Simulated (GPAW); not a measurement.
Here is a GPAW 26.7.0 calculation.

Contents of run.py:

```python
from ase import Atoms
from ase.dft.bandgap import bandgap
from ase.io import write
from ase.units import Bohr, GPa
from gpaw import GPAW, PW, setup_paths
from gpaw.elf import elf_from_dft_calculation

setup_paths.insert(0, '.')

atoms = Atoms(['Au', 'Cu'],
              cell=[[2.8107494552, 0.0, 0.0],
                    [0.0, 2.8107494552, 0.0],
                    [0.0, 0.0, 3.685]],
              scaled_positions=[[0.0, 0.0, 0.0],
                                [0.5, 0.5, 0.5]],
              pbc=True)

calc = GPAW(mode=PW(600),
            xc='PBEsol',
            kpts={'size': (9, 9, 7), 'gamma': True},
            occupations={'name': 'fermi-dirac', 'width': 0.05},
            nbands=23,
            convergence={'density': 1e-05, 'energy': 1e-05},
            maxiter=150,
            txt='gpaw.txt')
atoms.calc = calc
energy = atoms.get_potential_energy()
forces = atoms.get_forces()
stress = atoms.get_stress()
calc.write('gs.gpw')
write('result.traj', atoms)
print(f'Energy: {energy:.6f} eV')
print('Forces (eV/A):')
print(forces.round(4))
print('Stress (GPa):', (stress / GPa).round(3))
print('Fermi level:', round(calc.get_fermi_level(), 4), 'eV')
print(f'Gap: {bandgap(calc)[0]:.4f} eV, direct: {bandgap(calc, direct=True)[0]:.4f} eV')

# fields on the real-space grid
write('density.cube', atoms, data=calc.get_pseudo_density() * Bohr**3)
write('potential.cube', atoms, data=calc.get_electrostatic_potential())
write('elf.cube', atoms, data=elf_from_dft_calculation(calc).data)
```

Potentials or basis: PAW data sets generated in the run's folder for this functional, pw.

Command:

```console
$ gpaw-setup -f PBEsol Au Cu
$ OMP_NUM_THREADS=1 python run.py
```

What does it give for the band gap on the k mesh?

None (metal or under the smearing width).

Estimate the pressure.

-1.5 GPa.

Stress tensor (GPa, compression positive):
```
-1.29  0.00  0.00
 0.00 -1.29  0.00
 0.00  0.00 -1.99
```

Caveat: with these Cu and Au data sets, volumes or pressures lay over 1.5 % or 2 GPa off other programs in two to four cells of ten. Spin-orbit coupling is left out, which matters for the levels of Au.
